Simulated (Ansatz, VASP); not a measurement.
# Hf: VASP beside Ansatz

```
Hf
1.0
    -0.02220    2.20890    2.20890
     2.20890   -0.02220    2.20890
     2.20890    2.20890   -0.02220
Hf
1
Direct
  0.00000 0.00000 0.00000
```

Change from the starting cell: equal xy, yz and zx shear strains of -1 %.

Alike in both runs: task single point; functional LDA; k mesh 13 × 13 × 13; occupations fermi-dirac, width 0.03 eV; no spin polarisation.

```csv
,VASP,Ansatz
version,VASP 6.6.1,Ansatz 0.2.0
potentials or method,"VASP PAW LDA potentials, release 64 (Hf_pv), cutoff 520 eV","all-electron LAPW, scalar-relativistic"
```

|  | VASP | Ansatz | Ansatz less VASP |
| --- | --- | --- | --- |
| pressure (GPa) | -5.5 | -5.5 | +0.01 |
| largest component of the traceless stress (GPa) | 0.58 | 0.59 | +0.011 |

Ansatz ran all-electron here, so the differences hold the error of VASP's frozen core and of both bases.

The runs have no spin-orbit coupling, so splittings on Hf are missing.
